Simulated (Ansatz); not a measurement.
## V_O in SiO2 (P3_121): charge-transition levels and formation energies

Aim: at which Fermi levels does V_O in SiO2 (P3_121) change its charge? The model is a cell of 432 host atoms with 1 O taken out.

Main program and level: Ansatz 0.2.0; place-levels on PBEsol runs: charge-transition levels and formation energies with image-charge correction and potential alignment at the atomic sites; PAW set soft_1.

### Step 1. The structure

The cell holds 431 atoms: 144 Si and 287 O. Cell: a = 17.142 Å, b = 17.142 Å, c = 21.765 Å, α = 90.0°, β = 90.0°, γ = 120.0°. It derives from SiO2 (space group P3_121). Nearest the centre at fractional (0.407, 0.520, 0.530): Si57 at 1.62 Å, Si171 at 1.62 Å, O54 at 2.63 Å, O182 at 2.64 Å, O74 at 2.64 Å, O185 at 2.65 Å, O178 at 2.67 Å, O38 at 2.67 Å.

The host's dielectric constants go in as inputs: (2.49, 2.49, 2.52) for the electrons alone, (4.63, 4.63, 4.85) with the ions, computed on the host (DFPT, PBEsol).

The cell's shortest repeat is 17.1 Å.

### Step 2. Charge states

A transition level is the Fermi level at which two charge states cost the same, so each charge needs its own total energy, at its own relaxed structure.

Each atom starts 0.04 Å or so off its site in a random direction. Forces are taken at the zone centre alone. The cell holds 1 electron fewer than the neutral one, with a uniform background that keeps it neutral on the whole. The electron count is odd, so at least one spin is unpaired; this run locks the moment at 1 μB.

One state's input; the others differ in charge, spin, start and seed, and in occupations where the table says so.

Input file qp1_M1.relax/input.yaml:

```yaml
crystal:
  lattice:
    - [7.4226206, 4.285452, 0.0]
    - [-7.4226206, 4.285452, 0.0]
    - [0.0, 0.0, 5.44132167]
  atoms:
    - { symbol: Si, position: [0.01981, 0.509905, 0.0] }
    - { symbol: Si, position: [0.353143, 0.176572, 0.0] }
    - { symbol: Si, position: [0.686477, 0.843238, 0.0] }
    - { symbol: Si, position: [0.156762, 0.313523, 0.666667] }
    - { symbol: Si, position: [0.490095, 0.98019, 0.666667] }
    - { symbol: Si, position: [0.823428, 0.646857, 0.666667] }
    - { symbol: Si, position: [0.156762, 0.843238, 0.333333] }
    - { symbol: Si, position: [0.490095, 0.509905, 0.333333] }
    - { symbol: Si, position: [0.823428, 0.176572, 0.333333] }
    - { symbol: O, position: [0.226523, 0.185964, 0.785389] }
    - { symbol: O, position: [0.559856, 0.852631, 0.785389] }
    - { symbol: O, position: [0.89319, 0.519297, 0.785389] }
    - { symbol: O, position: [0.147369, 0.707226, 0.118722] }
    - { symbol: O, position: [0.480703, 0.373892, 0.118722] }
    - { symbol: O, position: [0.814036, 0.040559, 0.118722] }
    - { symbol: O, position: [0.292774, 0.440144, 0.452055] }
    - { symbol: O, position: [0.626108, 0.10681, 0.452055] }
    - { symbol: O, position: [0.959441, 0.773477, 0.452055] }
    - { symbol: O, position: [0.226523, 0.040559, 0.214611] }
    - { symbol: O, position: [0.559856, 0.707226, 0.214611] }
    - { symbol: O, position: [0.89319, 0.373892, 0.214611] }
    - { symbol: O, position: [0.292774, 0.852631, 0.547945] }
    - { symbol: O, position: [0.626108, 0.519297, 0.547945] }
    - { symbol: O, position: [0.959441, 0.185964, 0.547945] }
    - { symbol: O, position: [0.147369, 0.440144, 0.881278] }
    - { symbol: O, position: [0.480703, 0.10681, 0.881278] }
    - { symbol: O, position: [0.814036, 0.773477, 0.881278] }
  supercell: [2, 2, 4]
  defects: [{ vacancy: 176 }]
total_charge: 1
basis:
  ecutwfc: 420
  xc_grid: 2
hamiltonian:
  xc: pbesol
  pseudopotentials: { kind: paw, azcp: { folder: soft_1 }, xc_functional: pbe }
kpoints:
  mp_grid: { grid: [1, 1, 1] }
magnetization:
  spin_polarized: true
  initial_magnetization: 1
  spin_locking: { lock_magnetization: hard }
scf:
  occupations: { method: fixed }
  max_iter: 80
output:
  forces: true
  charged_corrections:
    epsilon: [2.49, 2.49, 2.52]
    static_epsilon: [4.63, 4.63, 4.85]
    defect_position: [0.407018, 0.52028, 0.52968]
relax:
  f_tol: 0.02
  max_steps: 60
  random_displacement: { amplitude: 0.04, seed: 7542 }
checkpoint:
  write: "../qp1_M1.relax.run"
  compress: false
  write_wavefunctions: true
  write_every: 100000
```

On the command line:

```console
$ ansatz run input.yaml --threads 32 --pin off --max-ram 84787MiB --backend cuda --events-out ev --progress --plain --runs-dir out --max-vram 78GiB
```

The energy is taken again at one point at (¼, ¼, ¼), on the same structure.

The run of this state that the levels use, under PBEsol:

Input file qp1_M1.quarter/input.yaml:

```yaml
crystal:
  checkpoint: "../qp1_M1.relax.run"
  host: checkpoint
total_charge: 1
basis:
  ecutwfc: 420
  xc_grid: 2
hamiltonian:
  xc: pbesol
  pseudopotentials: { kind: paw, azcp: { folder: soft_1 }, xc_functional: pbe }
kpoints:
  mp_grid: { grid: [1, 1, 1], shift: [0.25, 0.25, 0.25] }
magnetization:
  spin_polarized: true
  initial_magnetization: 1
  spin_locking: { lock_magnetization: hard }
scf:
  occupations: { method: fixed }
  max_iter: 80
output:
  forces: true
  charged_corrections:
    epsilon: [2.49, 2.49, 2.52]
    static_epsilon: [4.63, 4.63, 4.85]
    defect_position: [0.407018, 0.52028, 0.52968]
  eigenvalues: true
  eigenstates: { localisation: true }
  efg: {}
checkpoint:
  read: "../qp1_M1.relax.run"
  write: "../qp1_M1.quarter.run"
  compress: false
  write_wavefunctions: false
  write_every: 100000
```

Relaxations under PBEsol at the zone centre alone; times on 1 × NVIDIA GB200 with 32 threads of Arm Neoverse V2, shared host:

```
charge  moment (μB)  occupations    outcome  steps  largest displacement against the far atoms (Å)  time
     0            0        fixed  converged      8                                            0.54  24 s
    +1            1        fixed  converged     11                                            0.51  50 s
```

Single points under PBEsol at one point at (¼, ¼, ¼); times on 1 × NVIDIA GB200 with 32 threads of Arm Neoverse V2, shared host:

```
charge  moment (μB)  occupations    outcome  time
     0            0        fixed  converged  16 s
    +1            1        fixed  converged  37 s
```

Distances (Å) from the ideal centre to the nearest atoms after relaxation with PBEsol:

```
charge  moment (μB)       1.       2.      3.      4.      5.      6.
     0            0  Si 1.24  Si 1.39  O 2.17  O 2.41  O 2.42  O 2.47
    +1            1  Si 1.52  Si 1.63  O 2.21  O 2.48  O 2.51  O 2.51
```

### Step 3. Levels against the band edges, PBEsol, the zone centre alone

qp1_M1.gamma/input.yaml, as its differences from qp1_M1.quarter/input.yaml of step 2:

```diff
@@ -11,3 +11,3 @@
 kpoints:
-  mp_grid: { grid: [1, 1, 1], shift: [0.25, 0.25, 0.25] }
+  mp_grid: { grid: [1, 1, 1] }
 magnetization:
@@ -26,7 +26,5 @@
   eigenvalues: true
-  eigenstates: { localisation: true }
-  efg: {}
 checkpoint:
   read: "../qp1_M1.relax.run"
-  write: "../qp1_M1.quarter.run"
+  write: "../qp1_M1.gamma.run"
   compress: false
```

The job ended after 6.4 s (1 × NVIDIA GB200 with 32 threads of Arm Neoverse V2, shared host; peak memory 5.1 GiB).

Input file levels.gamma.yaml:

```yaml
host:
  run: host.gamma.run
states: [q0.gamma.run, qp1_M1.gamma.run]
geometry_from:
  q0.gamma.run: q0.relax.run
  qp1_M1.gamma.run: qp1_M1.relax.run
  host.gamma.run: host.relax.run
chemical_potentials:
  O:
    energy: -558.291301
    dataset: <sha256 of the dataset>
```

On the command line:

```console
$ ansatz place-levels levels.gamma.yaml -- --threads 32 --pin off --max-ram 84787MiB --backend cuda --max-vram 78GiB
```

Numbers of over 12 decimals in the logs are rounded to 6 here.

What it wrote:

```text
(+1/0) 0.409 eV above the valence edge, 5.313 eV under the conduction edge
formation energy of charge +1: +4.875 eV with the Fermi level at the valence edge
formation energy of charge 0: +5.284 eV with the Fermi level at the valence edge
  edges by pbesol, gap 5.722 eV; the host is sampled to repeats of 17.14 Å
[... the lines on each state left out ...]
```

Wall time 0.62 s (32 threads).

Under PBEsol the gap is 5.72 eV, (+1/0) 0.41 eV.

### Step 4. Placing the levels, PBEsol, one point at (¼, ¼, ¼)

A charged cell interacts with its images and the background, and its potential has another zero than the host's. place-levels removes the first by a point-charge model, screened by the static dielectric constant since the ions have relaxed around the charge, and the second by comparing potentials at atoms far from the defect.

The host is a run of the defect-free crystal in the same cutoffs, grids and k-points, so that basis and sampling errors cancel in part in the differences. The host is run in a cell of 54 atoms on a matching mesh. Its band edges are searched through the zone by a band path, so the gap is smaller than, or equal to, that on the mesh. Chemical potentials are energies per atom of O (O2 molecule), run with the same functional and cutoff.

Input file levels.quarter.yaml:

```yaml
host:
  run: host.quarter.run
states: [q0.quarter.run, qp1_M1.quarter.run]
geometry_from:
  q0.quarter.run: q0.relax.run
  qp1_M1.quarter.run: qp1_M1.relax.run
  host.quarter.run: host.relax.run
chemical_potentials:
  O:
    energy: -558.291301
    dataset: <sha256 of the dataset>
```

On the command line:

```console
$ ansatz place-levels levels.quarter.yaml -- --threads 32 --pin off --max-ram 84787MiB --backend cuda --max-vram 78GiB
```

What it wrote:

```text
(+1/0) 0.409 eV above the valence edge, 5.313 eV under the conduction edge
formation energy of charge +1: +4.875 eV with the Fermi level at the valence edge
formation energy of charge 0: +5.284 eV with the Fermi level at the valence edge
  edges by pbesol, gap 5.722 eV; the host is sampled to repeats of 27.71 Å
  the defect's cells are sampled to repeats of 27.71 Å, like sampling
  charge +1: -250953.1680 eV with its correction of +0.215 eV, at epsilon [4.63, 4.63, 4.85], aligned at sites: -0.0255 eV, mean over 230 atomic sites at or beyond 8.57 Å from the defect at [0.4070, 0.5203, 0.5297], with -0.001332 for the charge's moments and [...]
  charge 0: +0.000 eV for its dipole among its images, +0.000 omitted
  of states[1] (qp1_M1.quarter.run): how wide its charge is, is not read beside other atoms or cores, and a band state would take no correction. [...]
```

It took 0.65 s on 32 threads.

Under PBEsol the gap is 5.72 eV, (+1/0) 0.41 eV; the stage before (PBEsol, at other k-points) gave a gap of 5.72 eV and levels within 0.00 eV of these.

Levels between the charges placed, in eV above the valence top:

```
        gap (eV)  (+1/0)
PBEsol      5.72    0.41
```

Corrections by state:

```
charge  moment (μB)  image terms and alignment (eV)  band filling (eV)                               ε used  over the lowest of its charge, as the program ranks them, band filling apart (eV)
    +1          1.0                           0.215                  -  principal values (4.63, 4.63, 4.85)                                                                              0.000
     0          0.0                           0.000                  -                                    -                                                                              0.000
```

From the program's caveats on the states, each cut to its opening words:

- charge +1 (1 μB): how wide its charge is, is not read beside other atoms or cores, and a band state would take no correction
- charge +1 (1 μB): flagged: stability check not made

The host's formation energy from the elements is -2.850 eV per atom; it sets how far the chemical potentials can move.

Limit set by the element alone; other compounds of these elements are not counted. Chemical potentials from the elements' reference states: O 0.00 eV, Si -8.55 eV. Formation energy by charge state (O-rich; gap 5.72 eV):

```
charge  at valence top (eV)  at conduction bottom (eV)  correction included (eV)
    +1                 4.88                      10.60                      0.21
     0                 5.28                       5.28                      0.00
```

(Fermi level (eV), lowest formation energy (eV)): (0.00, 4.88), (0.52, 5.28), (1.04, 5.28), (1.56, 5.28), (2.08, 5.28), (2.60, 5.28), (3.12, 5.28), (3.64, 5.28), (4.16, 5.28), (4.68, 5.28), (5.20, 5.28), (5.72, 5.28)

Limit set by the element alone; other compounds of these elements are not counted. Chemical potentials from the elements' reference states: Si 0.00 eV, O -4.27 eV. Formation energy by charge state (Si-rich; gap 5.72 eV):

```
charge  at valence top (eV)  at conduction bottom (eV)  correction included (eV)
    +1                 0.60                       6.32                      0.21
     0                 1.01                       1.01                      0.00
```

(Fermi level (eV), lowest formation energy (eV)): (0.00, 0.60), (0.52, 1.01), (1.04, 1.01), (1.56, 1.01), (2.08, 1.01), (2.60, 1.01), (3.12, 1.01), (3.64, 1.01), (4.16, 1.01), (4.68, 1.01), (5.20, 1.01), (5.72, 1.01)

### Step 5. The ladder

Levels between neighbouring charges, in eV above each run's own valence top:

```
                           gap (eV)  (+1/0)  GPU time a state at this stage (restarts are quicker than cold starts)
PBEsol, zone centre alone      5.72    0.41                                                                   5.1 s
        PBEsol, (¼, ¼, ¼)      5.72    0.41                                                                    27 s
```

### Step 6. Results

```yaml
gap_of_the_host: 5.72 eV (PBEsol)
level_plus_1_over_0: 0.41 eV above the valence top
lowest_of_the_charges_placed_just_above_the_valence_top_0p02_ev: +1
lowest_of_the_charges_placed_just_below_the_conduction_bottom_0p02_ev: 0
lowest_formation_energy_at_mid_gap_of_the_charges_run_o_rich: 5.28 eV
lowest_formation_energy_at_mid_gap_of_the_charges_run_si_rich: 1.01 eV
```

What this shows: Of the charges placed (0 and +1), the lowest changes at 0.41 eV (+1/0) above the valence top, in a gap of 5.72 eV. Charges above +1 and below 0 were not placed, so these runs say nothing of levels that involve them. States placed: +1 at 1 μB; 0 at 0 μB. Other spin states or structures, where not listed, weren't placed. Limits: one k-point off the zone centre stands for the whole zone; PBEsol makes the gap too small and tends to spread out bound carriers; where a gas molecule sets a chemical potential or the host's formation energy, its binding is uncorrected.

[Logs are printed without paths, hosts, clocks, repeated set-up lines and the standing remarks that a program may print on its own settings, such as how far it seeks lower states.]

[Hosts, paths, dates, database ids (printed as entryN), source tags and the programs' standing remarks are cut or masked in the printed files.]

[Where a table of states has a column of steps, it counts the stored structures, which are thinned; the runs took as many ionic steps or more.]

[A defect's name tells the site on which it was built; relaxed atoms can leave that site.]

[For some hosts the program warned that the k-mesh of the response run may be too coarse for force constants and the static dielectric constant; such warnings are not shown here.]
